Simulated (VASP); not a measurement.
A run of VASP 6.6.1 is set up as follows.

Contents of INCAR:

```
SYSTEM = Rh
ALGO = Normal
EDIFF = 1E-6
ENCUT = 520
GGA = PS
ISIF = 2
ISMEAR = -1
LASPH = .True.
LCHARG = .False.
LREAL = .False.
LWAVE = .False.
NBANDS = 30
NELM = 80
PREC = Accurate
SIGMA = 0.1
```

Contents of KPOINTS:

```
k-points
0
Gamma
  11 11 16
  0 0 0
```

POSCAR

```
Rh
1.0
    4.2814872471      0.0000000000      0.0000000000
   -2.1407436236      3.7078767219      0.0000000000
    0.0000000000      0.0000000000      2.6256488877
Rh
3
Direct
    0.0000000000      0.0000000000      0.0000000000
    0.3333333333      0.6666666667      0.5000000000
    0.6666666667      0.3333333333      0.5000000000
```

Potentials or basis: VASP PAW PBE potentials, release 64 (Rh_pv).

Launch:

```sh
$ cat potpaw_PBE.64/Rh_pv/POTCAR > POTCAR
$ mpirun -np 1 vasp_std > vasp.out
```

Question: What does it give for the pressure?

Answer: -0.1 GPa.

Question: Predict the band gap on the k mesh.

Answer: None (metal or under the smearing width).

Stress tensor (GPa, compression positive):
```
 0.20  0.00  0.00
 0.00  0.20  0.00
 0.00  0.00 -0.81
```

Caveat: the PAW data sets were made with another functional, which shifts forces and pressure a little.
